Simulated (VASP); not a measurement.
A run of VASP 6.6.1 is set up as follows.

File INCAR:

```
SYSTEM = HfO2
PREC = Accurate ; ENCUT = 600
EDIFF = 1E-6 ; ISMEAR = -1
SIGMA = 0.05 ; LREAL = .FALSE.
LASPH = .TRUE. ; NELM = 80
ALGO = Normal ; ISIF = 3
LWAVE = .FALSE. ; LCHARG = .FALSE.
GGA = PE ; IBRION = 2
NSW = 60 ; EDIFFG = -0.02
PSTRESS = 0
```

File KPOINTS:

```
regular mesh
0
G
  4 6 3
  0 0 0
```

File POSCAR:

```
HfO2
1.0
    5.5563950000      0.0000000000      0.0000000000
    0.0000000000      3.3335970000      0.0000000000
    0.0000000000      0.0000000000      6.5049950000
Hf O
4 8
Direct
    0.7486820000      0.7500000000      0.6078710000
    0.2513180000      0.2500000000      0.3921290000
    0.2486820000      0.7500000000      0.8921290000
    0.7513180000      0.2500000000      0.1078710000
    0.6394990000      0.2500000000      0.4234000000
    0.3605010000      0.7500000000      0.5766000000
    0.1394990000      0.2500000000      0.0766000000
    0.8605010000      0.7500000000      0.9234000000
    0.5207940000      0.2500000000      0.8414530000
    0.4792060000      0.7500000000      0.1585470000
    0.0207940000      0.2500000000      0.6585470000
    0.9792060000      0.7500000000      0.3414530000
```

Potentials or basis: VASP PAW PBE potentials, release 64 (Hf_pv, O).

The run is started by

```sh
$ cat potpaw_PBE.64/Hf_pv/POTCAR potpaw_PBE.64/O/POTCAR > POTCAR
$ mpirun -np 1 vasp_std > vasp.out
```

Question: What does it give for the relaxed cell?

Answer: a = 5.552 Å, b = 3.331 Å, c = 6.500 Å, α = 90.00°, β = 90.00°, γ = 90.00°.

Question: Estimate the relaxed volume.

Answer: 10.02 Å³/atom.

Step by step:
```tsv
step	energy change (eV)	largest force (eV/Å)	pressure (GPa)	volume (Å³)
1	0.0000	0.0137	-0.70	120.49
2	0.0009	0.0342	0.97	119.73
3	-0.0007	0.0049	0.22	120.20
```
